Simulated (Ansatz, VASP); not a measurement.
Two plane-wave programs on BAs

File POSCAR:

```
BAs
1.0
    0.0000000000      2.3918676041      2.3918676041
    2.3918676041      0.0000000000      2.3918676041
    2.3918676041      2.3918676041      0.0000000000
B As
1 1
Direct
    0.0000000000      0.0000000000      0.0000000000
    0.2500000000      0.2500000000      0.2500000000
```

The input INCAR.step1:

```
SYSTEM = BAs
  ALGO = Normal
  EDIFF = 1E-4
  ENCUT = 520
  GGA = PE
  ISMEAR = 0
  LASPH = .True.
  LCHARG = .False.
  LREAL = .False.
  LWAVE = .True.
  NBANDS = 11
  NELM = 60
  PREC = Accurate
  SIGMA = 0.01
```

The input INCAR.step2:

```
SYSTEM = BAs
  ALGO = Normal
  EDIFF = 1E-7
  ENCUT = 520
  ISIF = 2
  ISMEAR = 0
  ISTART = 1
  LASPH = .True.
  LCHARG = .False.
  LMIXTAU = .True.
  LREAL = .False.
  LWAVE = .False.
  METAGGA = R2SCAN
  NBANDS = 11
  NELM = 60
  PREC = Accurate
  SIGMA = 0.01
```

File KPOINTS:

```
k-points
0
Gamma
  10 10 10
  0 0 0
```

Input for Ansatz:

```yaml
crystal:
  lattice:
    - [0.0, 2.3918676041, 2.3918676041]
    - [2.3918676041, 0.0, 2.3918676041]
    - [2.3918676041, 2.3918676041, 0.0]
  atoms:
    - { symbol: B, position: [0.0, 0.0, 0.0] }
    - { symbol: As, position: [0.25, 0.25, 0.25] }
kpoints:
  mp_grid: { grid: [10, 10, 10] }
  band_path:
    path:
      - [0.0, 0.0, 0.0]
      - [-0.5, -0.5, 0.0]
      - [-0.375, -0.375, 0.25]
      - [-0.375, 0.0, 0.375]
      - [0.0, 0.0, 0.5]
      - [-0.5, -0.25, 0.25]
      - [0.0, 0.398437, 0.398438]
    npoints: 1
hamiltonian:
  xc: r2scan
scf:
  occupations: { method: fixed }
  n_extra_bands: 4
output:
  forces: true
  stress: true
  eigenvalues: true
```

The cell was built by a generator and needn't be a form met in nature.

Alike in both runs: task single point; functional r2SCAN; k mesh 10 × 10 × 10; no spin polarisation.

|  | VASP | Ansatz |
| --- | --- | --- |
| version | VASP 6.6.1 | Ansatz 0.2.0 |
| potentials or method | VASP PAW PBE potentials, release 64 (B, As) | plane waves, PAW |
| plane-wave cutoff (eV) | 520 | 500 |
| occupations | gaussian, width 0.01 eV | fixed |
| valence electrons in the cell | 8 | 18 |

```csv
,VASP,Ansatz,Ansatz less VASP
gap on the k mesh at the Fermi level (eV),1.37,1.37,0.000
pressure (GPa),0.3,0.0,-0.24
```

The two sets of potentials don't hold the same shells in valence.

Caveats: the PAW data sets were made with another functional, which shifts forces and pressure a little (VASP). r2SCAN opens gaps a little over a GGA but as a rule still falls short of measured ones. A k mesh can miss the band edges.
